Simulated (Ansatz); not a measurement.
Runs of Ansatz 0.2.0 on Li. Symmetry: Im-3m, No. 229, cubic system. Conventional cell: a = 3.509 Å, b = 3.509 Å, c = 3.509 Å, α = 90.00°, β = 90.00°, γ = 90.00°. Li (site symmetry m-3m) has 8 Li at 3.04 Å as nearest neighbours. 

```tsv
level	gap on the mesh (eV)	pressure (GPa)	relaxed volume (Å³/atom)
r2SCAN+D3(BJ)-ATM	none	0.0	(b)
r2SCAN+D4	none	0.0	20.89
r2SCAN+rVV10	none	0.0	20.93
r2SCAN	none	0.0	(a)
r2SCAN+D3(BJ)	none	0.0	20.02
```

Alike in all rows: task relaxation of cell and atoms; potentials or basis Ansatz PAW; no spin polarisation; cell relaxed; k mesh 11 × 11 × 11; cutoff (eV) 500; smearing fermi-dirac 0.05 eV.

Problem. Fill in the values left out.

Solution. (a) 20.98; (b) 20.11.

Caveats: the plane-wave basis is chosen anew once the cell has moved, so the energies of steps on either side of that aren't comparable; the PAW data sets were made with another functional, which shifts forces and pressure a little; pairwise dispersion overbinds metals, which lowers pressure and volume (some runs); the dispersion damping was fitted for another functional or another form of the correction (some runs).

A gap of «none» marks a metal or a gap under the smearing width.
